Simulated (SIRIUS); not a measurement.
Nb:

```
Nb
1.0
     0.00000    2.11500    2.11500
     2.11500    0.00000    2.11500
     2.11500    2.11500    0.00000
Nb
1
Direct
  0.00000 0.00000 0.00000
```

This isn't the form of Nb at room conditions, which is bcc.

| Property | Result |
| --- | --- |
| Program | SIRIUS 7.10.0 |
| Task | single point |
| Functional | PBE |
| Potentials or basis | PseudoDojo 0.4.1 PBE standard (scalar relativistic) |
| Cutoff | 1127 eV |
| Density cutoff | 4507 eV |
| k mesh | 11 × 11 × 11 |
| Occupations | fermi-dirac, width 0.05 eV |
| Spin | no spin polarisation |

On this cell: pressure -1.7 GPa; band gap on the k mesh none (metal or under the smearing width).

The same run follows on a disturbed copy (cell strained at random at fixed volume):

```
CELL_PARAMETERS angstrom
-0.04103 2.19338 2.10885
2.04640 0.04981 2.01800
2.12625 2.18239 -0.03004
ATOMIC_POSITIONS crystal
Nb 0.03008 0.99603 0.99978
```

Q: What does the disturbed cell give?

A: The energy (extrapolated to zero smearing) moves by -19.2 meV/atom; pressure -2.0 GPa; band gap on the k mesh none (metal or under the smearing width).

Stress tensor (GPa, compression positive):
```
-2.65  0.44 -1.83
 0.44  2.65  0.99
-1.83  0.99 -6.05
```

The energy falls, though the first cell shows no forces: that form is unstable against this distortion, unless noise or another electronic state is at work.
